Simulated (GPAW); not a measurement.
Input of a GPAW 26.7.0 run:

The input run.py:

```python
import numpy as np
from ase.dft.bandgap import bandgap
from ase.io import read, write
from ase.units import Bohr, GPa
from gpaw import GPAW, PW
from gpaw.elf import elf_from_dft_calculation
from gpaw.spinorbit import soc_eigenstates

atoms = read('POSCAR')

calc = GPAW(mode=PW(600),
            xc='PBE',
            kpts={'size': (6, 6, 6), 'gamma': True},
            occupations={'name': 'fermi-dirac', 'width': 0.05},
            nbands=18,
            convergence={'density': 1e-05, 'energy': 1e-05},
            maxiter=150,
            txt='gpaw.txt')
atoms.calc = calc
energy = atoms.get_potential_energy()
forces = atoms.get_forces()
stress = atoms.get_stress()
calc.write('gs.gpw')
write('result.traj', atoms)
print(f'Energy: {energy:.6f} eV')
print('Forces (eV/A):')
print(forces.round(4))
print('Stress (GPa):', (stress / GPa).round(3))
print('Fermi level:', round(calc.get_fermi_level(), 4), 'eV')
print(f'Gap: {bandgap(calc)[0]:.4f} eV, direct: {bandgap(calc, direct=True)[0]:.4f} eV')

# fields on the real-space grid
write('density.cube', atoms, data=calc.get_pseudo_density() * Bohr**3)
write('potential.cube', atoms, data=calc.get_electrostatic_potential())
write('elf.cube', atoms, data=elf_from_dft_calculation(calc).data)

path = atoms.cell.bandpath('GXWKGLUWLK,UX', npoints=100, eps=1e-4)
bs_calc = calc.fixed_density(kpts=path, symmetry='off', nbands=30,
                             convergence={'bands': 'CBM+6.0', 'eigenstates': 1e-6}, txt='bands.txt')
bs = bs_calc.band_structure()
bs.write('bs.json')
print(f'Gap on the path: {bandgap(bs_calc)[0]:.4f} eV')

soc = soc_eigenstates(bs_calc, theta=0, phi=0)
np.savetxt('soc_bands.dat', soc.eigenvalues(), fmt='%.4f')
mesh = soc_eigenstates('gs.gpw', theta=0, phi=0)
np.savetxt('soc_mesh.dat', mesh.eigenvalues(), fmt='%.4f')
print('Fermi level with spin-orbit coupling:', round(mesh.fermi_level, 4), 'eV')
```

The input POSCAR:

```
InP
1.0
    0.0000000000      2.9305000000      2.9305000000
    2.9305000000      0.0000000000      2.9305000000
    2.9305000000      2.9305000000      0.0000000000
In P
1 1
Direct
    0.0000000000      0.0000000000      0.0000000000
    0.7500000000      0.7500000000      0.7500000000
```

Potentials or basis: GPAW PAW data sets (gpaw-data 1.2.1), pw.

Launch:

```sh
$ OMP_NUM_THREADS=1 python run.py
```

Question: Predict the pressure.

Answer: 3.0 GPa.

Question: Predict the band gap on the k mesh.

Answer: 0.68 eV, direct.

Question: Estimate the band gap along the path.

Answer: 0.68 eV, direct.

Levels at the corners of the path, in eV from the valence-band top:
```
point  band 15  band 16  band 17  band 18  band 19  band 20  band 21  band 22
    Γ     0.00     0.00     0.00     0.00     0.68     0.68     3.69     3.69
    X    -2.43    -2.43    -2.32    -2.32     1.73     1.73     2.24     2.24
    W    -3.09    -2.99    -2.94    -2.89     4.26     4.26     4.33     4.36
    K    -3.40    -3.30    -1.99    -1.98     2.32     2.33     4.34     4.36
    Γ     0.00     0.00     0.00     0.00     0.68     0.68     3.69     3.69
    L    -1.08    -1.08    -0.96    -0.96     1.47     1.47     4.66     4.66
    U    -3.40    -3.30    -1.99    -1.98     2.32     2.33     4.34     4.36
    W    -3.09    -2.99    -2.94    -2.89     4.26     4.26     4.33     4.36
    L    -1.08    -1.08    -0.96    -0.96     1.47     1.47     4.66     4.66
    K    -3.40    -3.30    -1.99    -1.98     2.32     2.33     4.34     4.36
    U    -3.40    -3.30    -1.99    -1.98     2.32     2.33     4.34     4.36
    X    -2.43    -2.43    -2.32    -2.32     1.73     1.73     2.24     2.24
```

Caveat: spin-orbit coupling was added after a scalar SCF, so levels and gaps hold it while energy, forces, pressure and moments don't; this program's spin-orbit splittings come out too wide for heavy elements.

**Measured values to compare with.**

A printed reference work, data compilation reports, for a bulk crystal of InP at 1.6 K: band gap 1.4236 eV (direct).

A measured gap of InP is 1.4236 eV (direct; 1.6 K; a printed reference work, data compilation); the calculated 0.68 eV misses it by -0.75 eV. The value is that of PBE, without temperature or zero-point motion. Semilocal functionals fall short of measured gaps as a rule.
